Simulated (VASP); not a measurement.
Input of a VASP 6.6.1 run:

Contents of INCAR:

```
  PREC = Accurate
  ENCUT = 520
  EDIFF = 1E-7
  ISMEAR = 0
  SIGMA = 0.01
  LREAL = False
  LASPH = True
  NELM = 100
  ALGO = Normal
  ISIF = 2
  LWAVE = False
  LCHARG = False
  GGA = PS
  NBANDS = 15
```

KPOINTS

```
Automatic mesh
0
Gamma
  3 3 3
```

File POSCAR:

```
CsI
1.0
    4.5667000000      0.0000000000      0.0000000000
    0.0000000000      4.5667000000      0.0000000000
    0.0000000000      0.0000000000      4.5667000000
Cs I
1 1
Direct
    0.0000000000      0.0000000000      0.0000000000
    0.5000000000      0.5000000000      0.5000000000
```

Potentials or basis: VASP PAW PBE potentials, release 64 (Cs_sv, I).

Launch:

```sh
$ cat potpaw_PBE.64/Cs_sv/POTCAR potpaw_PBE.64/I/POTCAR > POTCAR
$ mpirun -np 1 vasp_std > vasp.out
```

Predict the band gap on the k mesh.

3.78 eV, direct.

Predict the pressure.

-0.3 GPa.

Caveat: the k mesh is coarse (spacing up to 0.46 Å⁻¹), so the values aren't converged; the PAW data sets were made with another functional, which shifts forces and pressure a little; spin-orbit coupling is left out, which moves the levels of the heavy elements.
